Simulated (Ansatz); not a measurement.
# ZnSe: the band gap up the ladder of functionals

An exercise on one series of results from a longer session: the logs are not shown, and one member is left open.

The runs shown are made with Ansatz 0.2.0. PAW datasets, plane waves. No spin polarisation and no zero-point or thermal motion.

## The structure to begin with

The cell was relaxed beforehand with r2SCAN.

It is cubic, F-43m (No. 216); conventional cell a = 5.665 Å, 22.72 Å³ an atom. Near Zn stand 4 Se at 2.45 Å; near Se stand 4 Zn at 2.45 Å.

As a file:

```
Zn Se
1.0
     0.00000    2.83242    2.83242
     2.83242    0.00000    2.83242
     2.83242    2.83242    0.00000
Zn Se
1 1
Direct
  0.00000 0.00000 0.00000
  0.25000 0.25000 0.25000
```

The first run:

The input, input.yaml:

```yaml
crystal:
  lattice:
    - [0.0, 2.8324206823, 2.8324206823]
    - [2.8324206823, 0.0, 2.8324206823]
    - [2.8324206823, 2.8324206823, 0.0]
  atoms:
    - { symbol: Zn, position: [0.0, 0.0, 0.0] }
    - { symbol: Se, position: [0.25, 0.25, 0.25] }
kpoints:
  mp_grid: { grid: [8, 8, 8] }
  band_path:
    path:
      - [[0.0, 0.0, 0.0], [-0.5, -0.5, -1.223283322269e-33], [-0.375, -0.375, 0.25]]
      - [[-0.375, 7.696608393641e-18, 0.375], [0.0, 0.0, 0.0], [5.131072262427e-18, 5.131072262427e-18, 0.5], [-0.5, -0.25, 0.25], [-0.5, -0.5, -1.223283322269e-33]]
    npoints: 10
hamiltonian:
  xc: pbe
scf:
  occupations: { method: fermi_dirac, width: 0.02 }
  n_extra_bands: 4
output:
  forces: true
  stress: true
  eigenvalues: true
```

Run with:

```sh
> ansatz run input.yaml --threads 4 --pin off --max-ram 7372MiB --backend cpu --events-out ev --progress --plain --runs-dir out
```

Steps of the session up to this table: Band structure with PBE; r2SCAN at the same geometry; HSE06 at the same geometry; PBE+SOC at the same geometry; PBE0 at the same geometry; LDA; G0W0 on PBE; One-shot GW from PBE; DDH-PBE0 at the same geometry; Single point with HSE06+SOC; LC-ωPBE at the same geometry; r2SCAN0.

One table of the session follows, with a row left open; its other results are not shown here.

| level | gap (eV) |
| --- | --- |
| PBE | 1.29 |
| r2SCAN | 1.87 |
| HSE06 | 2.42 |
| PBE+SOC | 1.17 |
| PBE0 | 3.05 |
| LDA | 1.04 |
| G0W0@PBE (135 empty bands) | 2.31 |
| G0W0@PBE (336 empty bands) | 2.27 |
| DDH-PBE0 | 2.24 |
| HSE06+SOC | 2.30 |
| LC-ωPBE | ? |
| r2SCAN0 | 3.40 |

**Question.** Estimate the row for LC-ωPBE.

**Answer.** gap (eV): 6.95. In the column «gap (eV)» it is the highest.

Meshes: PBE 8×8×8, r2SCAN 8×8×8, HSE06 6×6×6, PBE+SOC 8×8×8, PBE0 6×6×6, LDA 8×8×8, DDH-PBE0 6×6×6, HSE06+SOC 4×4×4, LC-ωPBE 6×6×6, r2SCAN0 6×6×6.

To keep in mind: G0W0 here is at a finite number of bands, screening cutoff and k mesh, not at the basis limit. Warnings in the runs' records: stress exchange threshold loose, stress scf threshold loose.
